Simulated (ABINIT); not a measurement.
CdSe, 2 atoms in the cell. The structure is cubic, space group F-43m (No. 216). Conventional cell: a = 6.141 Å, b = 6.141 Å, c = 6.141 Å, α = 90.00°, β = 90.00°, γ = 90.00°. Cd (site symmetry -43m) is surrounded by 4 Se at 2.66 Å. Around Se (site symmetry -43m) lie 4 Cd at 2.66 Å. Measurements of this composition are mostly on another form, of space group No. 186.

* Program: ABINIT 10.8.3 (patched build)
* Task: single point
* Functional: HSE06
* Potentials or basis: SG15 NC PBE v1.2
* Cutoff: 490 eV
* k mesh: 3 × 3 × 3
* Occupations: fermi-dirac, width 0.05 eV
* Spin: no spin polarisation
* Share of exact exchange: 0.25
* Most SCF steps: 60

Potentials or basis: SG15 NC PBE v1.2.

Launch:

```bash
$ mpirun --bind-to none -np 4 abinit run.abi > log 2>&1
```

Hardware: 4 MPI ranks on Arm Neoverse V2, on a shared host.

**Question.** How long does it take, and how much memory?

**Answer.** It took 69 s on 4 MPI ranks on Arm Neoverse V2 (shared host), peak memory 0.24 GiB a rank. Counts: scf iterations 10, mpi ranks 4, k points 4, bands 17, plane waves 1430.
